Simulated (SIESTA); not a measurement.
# C (P6_3/mmc) in SIESTA: further runs, part 2 of 2

SIESTA 5.4.2. The steps go on from the part before.

### 8 Single point, PBE, 6.01 Å³/atom

The COD entry that gives the cell may itself be a prediction, so a difference from it is no test against experiment.

File C.fdf:

```
SystemName                      Carbon
SystemLabel                     C
NumberOfSpecies                 1
NumberOfAtoms                   12
%block ChemicalSpeciesLabel
  1   6 C
%endblock ChemicalSpeciesLabel

LatticeConstant                 1.0 Ang
%block LatticeVectors
     2.5715654994     0.0000000000     0.0000000000
    -1.2857827497     2.2270410500     0.0000000000
     0.0000000000     0.0000000000    12.5980301500
%endblock LatticeVectors
AtomicCoordinatesFormat         Fractional
%block AtomicCoordinatesAndAtomicSpecies
     0.6666666667     0.3333333333     0.3541700000  1  C
     0.3333333333     0.6666666667     0.8541700000  1  C
     0.6666666667     0.3333333333     0.1458300000  1  C
     0.3333333333     0.6666666667     0.6458300000  1  C
     0.6666666667     0.3333333333     0.4791700000  1  C
     0.3333333333     0.6666666667     0.9791700000  1  C
     0.6666666667     0.3333333333     0.0208300000  1  C
     0.3333333333     0.6666666667     0.5208300000  1  C
     0.0000000000     0.0000000000     0.8125000000  1  C
     0.0000000000     0.0000000000     0.3125000000  1  C
     0.0000000000     0.0000000000     0.6875000000  1  C
     0.0000000000     0.0000000000     0.1875000000  1  C
%endblock AtomicCoordinatesAndAtomicSpecies

%block kgrid.MonkhorstPack
    8   0   0  0.0
    0   8   0  0.0
    0   0   2  0.0
%endblock kgrid.MonkhorstPack
XC.Functional                   GGA
XC.Authors                      PBE
PAO.BasisSize                   DZ
PAO.EnergyShift                 0.002 Ry
Mesh.Cutoff                     500 Ry
OccupationFunction              FD
ElectronicTemperature           0.05 eV
MaxSCFIterations                120
SCF.MustConverge                false
SCF.Mixer.Method                Pulay
SCF.Mixer.Weight                0.25
SCF.Mixer.History               8
SCF.DM.Tolerance                5.0e-05
SCF.H.Tolerance                 1.0e-03 eV
WriteForces                     true
Charge.Mulliken                 end
```

Command:

```console
siesta < C.fdf > C.out 2>&1
```

It took 35 s on 1 thread of Arm Neoverse V2, shared host; peak memory 0.27 GiB.

It converged, with:

```yaml
Free_energy: -1960.6621 eV
Pressure: -12.5 GPa
Largest_force: 0.312 eV/Å
Band_gap_on_the_k_mesh: 5.39 eV, direct
```

Caveat: the basis has no polarisation orbitals; the basis of atomic orbitals isn't converged, which shifts pressures, moduli and gaps.

### 9 Equation of state, PBE

Potentials or basis: PseudoDojo 0.4 standard (PBE files), DZ (energy shift 0.002 Ry).

No new run: the results of the series are fitted here.

Results:

- Equilibrium volume: 5.83 Å³/atom
- Bulk modulus at fixed shape and positions: 427 GPa
- Pressure derivative of the bulk modulus: 3.6

Energy against volume, from the lowest point:
```
volume (Å³/atom)  energy (meV/atom)
           5.332              64.49
           5.445              37.04
           5.559              17.57
           5.672               5.44
           5.786               0.00
           5.899               0.65
           6.012               6.86
```

Caveat: the basis has no polarisation orbitals; the cell was scaled at fixed shape and fractional positions, which overstates the stiffness of a crystal with free parameters, most of all of layers and chains; the basis of atomic orbitals isn't converged, which shifts pressures, moduli and gaps.

### 10 Equation of state, PBE

File run.py:

```python
from ase import Atoms
from ase.calculators.siesta import Siesta
from ase.units import Ry, GPa
from ase.eos import EquationOfState

atoms = Atoms(
    ['C', 'C', 'C', 'C', 'C', 'C', 'C', 'C', 'C', 'C', 'C', 'C'],
    cell=[
        [2.5221, 0.0, 0.0],
        [-1.26105, 2.1842026709, 0.0],
        [0.0, 0.0, 12.3557],
    ],
    scaled_positions=[
        [0.6666666667, 0.3333333333, 0.35417],
        [0.3333333333, 0.6666666667, 0.85417],
        [0.6666666667, 0.3333333333, 0.14583],
        [0.3333333333, 0.6666666667, 0.64583],
        [0.6666666667, 0.3333333333, 0.47917],
        [0.3333333333, 0.6666666667, 0.97917],
        [0.6666666667, 0.3333333333, 0.02083],
        [0.3333333333, 0.6666666667, 0.52083],
        [0.0, 0.0, 0.8125],
        [0.0, 0.0, 0.3125],
        [0.0, 0.0, 0.6875],
        [0.0, 0.0, 0.1875],
    ],
    pbc=True,
)

fdf = {
    'SCFMustConverge': False,
    'OccupationFunction': 'FD',
    'ElectronicTemperature': '0.05 eV',
    'MaxSCFIterations': '120',
    'SCF.Mixer.Method': 'Pulay',
    'SCF.Mixer.Weight': '0.25',
    'SCF.Mixer.History': '8',
    'SCF.DM.Tolerance': '5.0e-05',
    'SCF.H.Tolerance': '1.0e-03 eV',
    'WriteForces': 'true',
    'Charge.Mulliken': 'end',
}
calc = Siesta(
    label="C",
    command="siesta < PREFIX.fdf > PREFIX.out",
    pseudo_path="pseudos",
    pseudo_qualifier="",
    xc=('GGA', 'PBE'),
    basis_set="SZ",
    mesh_cutoff=500 * Ry,
    energy_shift=0.002 * Ry,
    kpts=[8, 8, 2],
    spin="non-polarized",
    fdf_arguments=fdf,
)
atoms.calc = calc

cell0 = atoms.cell.copy()
volumes, energies = [], []
for x in [0.94, 0.96, 0.98, 1.0, 1.02, 1.04, 1.06]:
    atoms.set_cell(cell0 * x ** (1 / 3), scale_atoms=True)
    volumes.append(atoms.get_volume() / len(atoms))
    energies.append(atoms.get_potential_energy(force_consistent=True) / len(atoms))
    print(f"V = {volumes[-1]:.5f} A^3/atom   F = {energies[-1]:.6f} eV/atom", flush=True)
v0, e0, b0 = EquationOfState(volumes, energies, eos="birchmurnaghan").fit()
print(f"v0 = {v0:.4f} A^3/atom, e0 = {e0:.5f} eV/atom, B0 = {b0 / GPa:.1f} GPa")
```

Potentials or basis: PseudoDojo 0.4 standard (PBE files), SZ (energy shift 0.002 Ry).

Command:

```console
python run.py
```

What it wrote:

```text
Job completed
V = 5.33174 A^3/atom   F = -162.765738 eV/atom
Job completed
V = 5.44518 A^3/atom   F = -162.802098 eV/atom
Job completed
V = 5.55863 A^3/atom   F = -162.830210 eV/atom
Job completed
V = 5.67207 A^3/atom   F = -162.850741 eV/atom
Job completed
V = 5.78551 A^3/atom   F = -162.864374 eV/atom
Job completed
V = 5.89895 A^3/atom   F = -162.871669 eV/atom
Job completed
V = 6.01239 A^3/atom   F = -162.873196 eV/atom
v0 = 5.9867 A^3/atom, e0 = -162.87333 eV/atom, B0 = 402.7 GPa
```

C.fdf:

```text
SystemName	C
SystemLabel	C

Charge.Mulliken	end
ElectronicTemperature	0.05 eV
MaxSCFIterations	120
OccupationFunction	FD
SCF.DM.Tolerance	5.0e-05
SCF.H.Tolerance	1.0e-03 eV
SCF.Mixer.History	8
SCF.Mixer.Method	Pulay
SCF.Mixer.Weight	0.25
SCFMustConverge	False
WriteForces	true

Spin	non-polarized
XC.functional	GGA
XC.authors	PBE

MeshCutoff	6802.846506091811	eV
PAO.EnergyShift	0.027211386024367245	eV

NumberOfSpecies	1
NumberOfAtoms	12
%block ChemicalSpecieslabel
    1 6 C.1 C.1.psml
%endblock ChemicalSpecieslabel

%block PAO.BasisSizes
    C.1	SZ
%endblock PAO.BasisSizes

LatticeConstant	1.0 Ang
%block LatticeVectors
    2.5715654994310717 0.0 0.0
    -1.2857827497155359 2.2270410500184923 0.0
    0.0 0.0 12.59803015000218
%endblock LatticeVectors
AtomicCoordinatesFormat	Ang
%block AtomicCoordinatesAndAtomicSpecies
    1.2857827498441137 0.7423470165985961 4.46184433822627 1
    -1.285783168136825e-10 1.4846940334198968 10.76085941322736 1
    1.2857827498441137 0.7423470165985961 1.8371707367748167 1
    -1.285783168136825e-10 1.4846940334198968 8.136185811775903 1
    1.2857827498441137 0.7423470165985961 6.036598106976541 1
    -1.285783168136825e-10 1.4846940334198968 12.335613181977632 1
    1.2857827498441137 0.7423470165985961 0.2624169680245453 1
    -1.285783168136825e-10 1.4846940334198968 6.561432043025632 1
    0.0 0.0 10.235899496876767 1
    0.0 0.0 3.93688442187568 1
    0.0 0.0 8.661145728126494 1
    0.0 0.0 2.362130653125408 1
%endblock AtomicCoordinatesAndAtomicSpecies
%block DM.InitSpin
%endblock DM.InitSpin

DM.UseSaveDM	True

#KPoint grid
%block kgrid_Monkhorst_Pack
     8       0       0  0.0
     0       8       0  0.0
     0       0       2  0.0
%endblock kgrid_Monkhorst_Pack
```

C.out:

```text
Version         : 5.4.2

[... 6 lines left out ...]
 NOTE: Please see the manual for full details and compatibility measures.

reinit: Reading from standard input
reinit: Dumping input in INPUT_TMP.53590
************************** Dump of input data file ****************************
SystemName	C
SystemLabel	C
Charge.Mulliken	end
ElectronicTemperature	0.05 eV
MaxSCFIterations	120
OccupationFunction	FD
SCF.DM.Tolerance	5.0e-05
SCF.H.Tolerance	1.0e-03 eV
SCF.Mixer.History	8
SCF.Mixer.Method	Pulay
SCF.Mixer.Weight	0.25
SCFMustConverge	False
WriteForces	true
Spin	non-polarized
XC.functional	GGA
XC.authors	PBE
MeshCutoff	6802.846506091811	eV
PAO.EnergyShift	0.027211386024367245	eV
NumberOfSpecies	1
NumberOfAtoms	12
%block ChemicalSpecieslabel
    1 6 C.1 C.1.psml
%endblock ChemicalSpecieslabel
%block PAO.BasisSizes
[... 471 lines left out ...]

    Orbital volume contribution        =           4.289872 eV
    (Free)E + p_basis*V_orbitals       =       -1950.188476 eV
    (Free)Eharris+ p_basis*V_orbitals  =       -1950.188476 eV

mulliken: Atomic and Orbital Populations:

Species: C.1
Atom  Qatom  Qorb
               2s      2py     2pz     2px
   1  3.999   1.120   0.959   0.960   0.959
   2  3.999   1.120   0.959   0.960   0.959
   3  3.999   1.120   0.959   0.960   0.959
   4  3.999   1.120   0.959   0.960   0.959
   5  4.000   1.119   0.960   0.960   0.960
   6  4.000   1.119   0.960   0.960   0.960
   7  4.000   1.119   0.960   0.960   0.960
   8  4.000   1.119   0.960   0.960   0.960
   9  4.002   1.121   0.961   0.960   0.961
  10  4.002   1.121   0.961   0.960   0.961
  11  4.002   1.121   0.961   0.960   0.961
  12  4.002   1.121   0.961   0.960   0.961

mulliken: Qtot =       48.000

Mulliken Atomic Populations:
Atom #   charge [q] valence [e]  Species
     1     0.001377    3.998623  C.1
     2     0.001377    3.998623  C.1
     3     0.001377    3.998623  C.1
     4     0.001377    3.998623  C.1
     5     0.000258    3.999742  C.1
     6     0.000258    3.999742  C.1
     7     0.000258    3.999742  C.1
     8     0.000258    3.999742  C.1
     9    -0.001635    4.001635  C.1
    10    -0.001635    4.001635  C.1
    11    -0.001635    4.001635  C.1
    12    -0.001635    4.001635  C.1
 Total    -0.000000

Job completed
```

Wall time 2 min (1 thread of Arm Neoverse V2, shared host); peak memory 0.25 GiB.

Results:

| Property | Result |
| --- | --- |
| Equilibrium volume | 5.99 Å³/atom |
| Bulk modulus at fixed shape and positions | 403 GPa |
| Pressure derivative of the bulk modulus | 3.6 |

Energy against volume, from the lowest point:
```
volume (Å³/atom)  energy (meV/atom)
           5.332             107.46
           5.445              71.10
           5.559              42.99
           5.672              22.46
           5.786               8.82
           5.899               1.53
           6.012               0.00
```

Caveat: the basis has no polarisation orbitals; the cell was scaled at fixed shape and fractional positions, which overstates the stiffness of a crystal with free parameters, most of all of layers and chains; the basis of atomic orbitals isn't converged, which shifts pressures, moduli and gaps.
